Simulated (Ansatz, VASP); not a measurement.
**One calculation of Pb, two programs**

The input INCAR:

```
PREC     = Accurate       # precision mode
ENCUT    = 520            # plane-wave cutoff, eV
EDIFF    = 1E-6           # SCF threshold, eV
ISMEAR   = -1             # smearing method
SIGMA    = 0.1            # smearing width, eV
LREAL    = F              # projectors in reciprocal space
LASPH    = T              # aspherical terms in the spheres
NELM     = 100            # most SCF steps
ALGO     = Normal         # electronic algorithm
ISIF     = 2              # what is computed and relaxed
LWAVE    = F              # write WAVECAR
LCHARG   = T              # write CHGCAR
GGA      = PE             # functional
LELF     = T              # ELF
LVHAR    = T            
NBANDS   = 13             # bands
```

File KPOINTS:

```
Automatic mesh
0
Gamma
  9 9 9
```

POSCAR

```
Pb
1.0
    0.0000000000      2.4750200000      2.4750200000
    2.4750200000      0.0000000000      2.4750200000
    2.4750200000      2.4750200000      0.0000000000
Pb
1
Direct
    0.0000000000      0.0000000000      0.0000000000
```

The input input.yaml:

```yaml
crystal:
  lattice:
    - [0.0, 2.47502, 2.47502]
    - [2.47502, 0.0, 2.47502]
    - [2.47502, 2.47502, 0.0]
  atoms:
    - { symbol: Pb, position: [0.0, 0.0, 0.0] }
hamiltonian:
  xc: pbe
  pseudopotentials: { kind: paw, accuracy: stringent }
kpoints:
  mp_grid: { grid: [9, 9, 9] }
scf:
  occupations: { method: fermi_dirac, width: 0.1 }
output:
  forces: true
  stress: true
  eigenvalues: true
  write_density: true
  write_potential: true
  elf: true
  volumetric_format: npy
```

Alike in both runs: functional PBE; k mesh 9 × 9 × 9; occupations fermi-dirac, width 0.1 eV; no spin polarisation.

|  | VASP | Ansatz |
| --- | --- | --- |
| version | VASP 6.6.1 | Ansatz 0.2.0 |
| potentials or method | VASP PAW PBE potentials, release 64 (Pb_d) | SSSP precision PAW |
| plane-wave cutoff (eV) | 520 | 612 |
| valence electrons in the cell | 14 | 14 |
| task | single point | electron localisation function |

```tsv
	VASP	Ansatz	Ansatz less VASP
gap on the k mesh at the Fermi level (eV)	none	none	-
pressure (GPa)	2.2	2.3	+0.11
```

A gap of «none» marks a metal or a gap that the smearing closes. The functional is the same, so the differences come from potentials, cutoffs and numerics.

The runs have no spin-orbit coupling, so splittings on Pb are missing.
